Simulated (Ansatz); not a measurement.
TiO2 — ¹⁷O NMR of the central transition

Cell: a computed structure from the Materials Project (it need not be an observed phase), taken as it stands.

Space group Pbcn (No. 60); a = 4.5453, b = 5.5196, c = 4.9092 Å.

```
site  Wyckoff  site symmetry       x       y       z
  Ti       4c            .2.  0.5000  0.6730  0.7500
   O       8d              1  0.7285  0.6183  0.0814
```

One atom of each set is listed.

All values are calculated (Ansatz; DFT, PBE, plane waves and PAW (field gradients read without the response of the frozen cores, which leaves them typically 4 to 6 % off), scalar-relativistic, 420 eV cutoff, Γ-centred 5×4×4 k-points, Fermi–Dirac smearing 0.02 eV), not measured.

¹⁷O has I = 5/2 and Q = -25.58 mb (Pyykkö 2018); at 18.8 T its Larmor frequency is ν₀ = 108.6 MHz. Only the quadrupole interaction is simulated: positions count from each site's isotropic chemical shift, and J coupling is left out, as are shift anisotropy and dipolar coupling, which fast spinning averages.

Simulated pattern of one O site (fast magic-angle spinning, Gaussian broadening 0.01 kHz):

```tsv
offset (kHz)	height
-0.4704	0
-0.4547	1
-0.4389	7
-0.4232	8
-0.4074	8
-0.3917	9
-0.3760	13
-0.3602	23
-0.3445	25
-0.3287	26
-0.3130	28
-0.2972	31
-0.2815	34
-0.2658	39
-0.2500	65
-0.2343	100
-0.2185	73
-0.2028	67
-0.1870	68
-0.1713	74
-0.1556	90
-0.1398	69
-0.1241	57
-0.1083	51
-0.0926	46
-0.0768	42
-0.0611	40
-0.0454	37
-0.0296	35
-0.0139	26
0.0019	1
0.0176	0
```

(1) Which |C_Q| and η does the pattern imply?

Answers

(1) The pattern spans 0.438 kHz before broadening and its centre of gravity is at -0.189 kHz, which fixes P_Q; the places of the horns and steps fix η. That gives P_Q = 1.85 MHz, |C_Q| = 1.75 MHz and η = 0.61. The sign of C_Q can't be read from the pattern.
